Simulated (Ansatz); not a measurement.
Born–Oppenheimer molecular dynamics of a periodic cell of 19 atoms, Ag (surface Ag(110), adsorbate Ag). It goes on from the last frame of an earlier run, with new velocities.

The calculation used Ansatz, DFT PBEsol, scalar-relativistic, plane waves, PAW. Settings: accuracy low, PAW set soft_1, cutoff 420 eV, k mesh 1x2x1, fermi-dirac smearing 0.05 eV, no spin polarisation.

```json
{
 "ensemble": "NVT, Langevin thermostat",
 "time step": "3 fs",
 "steps asked": "300",
 "set temperature": "1800 K",
 "friction": "0.005 /fs",
 "atoms held": "1 to 6",
 "seed": "145036"
}
```

First frame:

```xyz
19
Lattice="12.2700 0.0000 0.0000 0.0000 5.7841 0.0000 0.0000 0.0000 15.8921" Properties=species:S:1:pos:R:3
Ag 0.000 0.000 1.000
Ag 4.090 0.000 1.000
Ag 8.180 0.000 1.000
Ag 0.000 2.892 1.000
Ag 4.090 2.892 1.000
Ag 8.180 2.892 1.000
Ag 1.994 1.451 2.404
Ag 5.640 1.517 3.022
Ag 10.265 1.506 2.202
Ag 2.087 4.617 1.942
Ag 6.121 4.376 2.144
Ag 10.268 4.636 2.508
Ag -0.101 0.113 3.876
Ag 2.933 -0.317 4.532
Ag 7.985 -0.078 3.632
Ag 0.204 3.184 3.696
Ag 3.273 2.519 4.413
Ag 8.005 3.044 4.202
Ag 10.270 4.314 5.179
```

(1) What does the run give?

(2) What happens to the structure?

(3) How do temperature and energy run in time?

## Answers

(1) All steps were run.

```json
{
 "steps done": "300",
 "time covered": "900 fs",
 "mean temperature over the second half": "2069 K",
 "spread of the potential energy over the second half": "32.1 meV per atom",
 "mean potential energy of the second half above the start": "130.1 meV per atom"
}
```

The mean temperature of the second half is 15 % above the set value. A run of 0.9 ps of so small a system gives no equilibrium averages. Limits of this set-up: coarse k mesh, thin slab, slab without dipole correction, PAW files made for another functional, low accuracy level.

(2) Mean squared displacements from the first frame to the last: Ag 1.27 Å². This is one draw of velocities; another would differ in detail.

(3) 
```
time (fs)  T (K)  potential energy less start (eV)
        0   1800                             0.000
       30   2144                             0.287
       60   1820                             1.171
       90   1454                             1.715
      120    957                             1.856
      150   1214                             2.384
      180   1582                             1.416
      210   1421                             1.131
      240   1173                             1.791
      270   1568                             1.207
      300   1754                             1.232
      330   1467                             1.408
      360   1612                             1.480
      390   1983                             1.362
      420   1867                             1.644
      450   1792                             2.387
      480   2205                             1.583
      510   2241                             1.601
      540   1975                             2.459
      570   2313                             1.835
      600   1638                             2.731
      630   1668                             2.944
      660   1787                             3.358
      690   2133                             2.609
      720   2458                             1.693
      750   1575                             2.356
      780   2115                             2.538
      810   2497                             2.329
      840   2630                             2.495
      870   1695                             3.931
      900   2680                             2.821
```

The run took 46 min on 4 threads of Arm Neoverse V1, with other jobs on the host, peak memory 2.5 GiB.
